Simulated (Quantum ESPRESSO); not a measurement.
**Gd under changes of volume**

One of the cells (33.215 Å³/atom); the others are scaled copies at fixed shape and fractional positions:

```xyz
1
Lattice="-2.0250 2.0250 2.0250 2.0250 -2.0250 2.0250 2.0250 2.0250 -2.0250" Properties=species:S:1:pos:R:3 pbc="T T T"
Gd    0.0000    0.0000    0.0000
```

This isn't the form of Gd at room conditions, which is hcp.

```yaml
Program: Quantum ESPRESSO 7.5
Functional: PBE
Dispersion: D3(BJ)
Potentials_or_basis: SSSP 1.3 efficiency PBE
Cutoff: 748 eV
Density_cutoff: 5987 eV
k_mesh: 9 × 9 × 9
Occupations: fermi-dirac, width 0.05 eV
Spin: collinear spin, ferromagnetic start
Starting_moments: "[7.0] μB"
```

```tsv
volume (Å³/atom)	energy over the lowest point (meV/atom)	pressure (GPa)	moment (μB per cell)
31.222	0.00	0.0	7.59
31.886	?	?	?
32.551	6.16	-1.4	7.61
33.215	13.46	-2.0	7.62
33.879	23.18	-2.6	7.63
34.544	35.09	-3.1	7.64
35.208	49.09	-3.6	7.65
```

Q: What does the run at 31.886 Å³/atom give?

A: Energy over the lowest point 1.57 meV/atom; pressure -0.7 GPa; moment 7.60 μB per cell.

Worked out: A Birch-Murnaghan fit of order 3 (a polynomial in V^(-2/3)) to the other rows has its minimum at 31.22 Å³/atom, just outside them, with B0 = V·E''(V) = 37 GPa and B' = 3.6. It gives 1.60 meV/atom at 31.886 Å³/atom, against the run's 1.57, and -dE/dV = -0.8 GPa, against -0.7. A straight line through the other rows of the moment, of slope 0.0151 μB per Å³/atom, gives 7.60 μB, against the run's 7.60.

Energies are extrapolated to zero smearing.

Caveats: pairwise dispersion overbinds metals, which lowers pressure and volume.
